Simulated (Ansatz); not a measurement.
**Te under changes of volume**

One of the cells (32.696 Å³/atom); the others are scaled copies at fixed shape and fractional positions:

```
CELL_PARAMETERS angstrom
3.82029 -2.14820 0.00000
3.82029 2.14820 0.00000
-0.09429 0.00000 5.97609
ATOMIC_POSITIONS crystal
Te 0.00000 0.00000 0.00000
Te 0.30945 0.30945 0.33881
Te 0.69055 0.69055 0.66119
```

This isn't the form of Te at room conditions, which is trigonal, of chains.

```yaml
Program: Ansatz 0.2.0
Functional: PBEsol
Potentials_or_basis: Ansatz PAW
Cutoff: "420 eV (not typed: the program's choice for these potentials)"
k_mesh: 7 × 7 × 5
Occupations: fermi-dirac, width 0.05 eV
Spin: no spin polarisation
```

```csv
volume (Å³/atom),energy over the lowest point (meV/atom),pressure (GPa),largest force (eV/Å)
30.734,3.55,1.5,0.273
31.388,0.00,0.2,0.207
32.042,1.33,-0.9,0.146
32.696,7.00,-1.9,0.088
33.350,?,?,?
34.004,29.51,-3.6,0.016
34.658,45.53,-4.3,0.062
```

Q: What does the run at 33.350 Å³/atom give?

A: Energy over the lowest point 16.54 meV/atom; pressure -2.8 GPa; largest force 0.035 eV/Å.

Worked out: A Birch-Murnaghan fit of order 3 (a polynomial in V^(-2/3)) to the other rows has its minimum at 31.53 Å³/atom with B0 = V·E''(V) = 56 GPa and B' = 4.7 at fixed shape and positions, which overstates the stiffness. It gives 16.54 meV/atom at 33.350 Å³/atom, against the run's 16.54, and -dE/dV = -2.8 GPa, against -2.8.

Energies are extrapolated to zero smearing.

Caveats: the PAW data sets come from PBE, with cores solved anew for the run's functional, which leaves a small shift of forces and pressure.
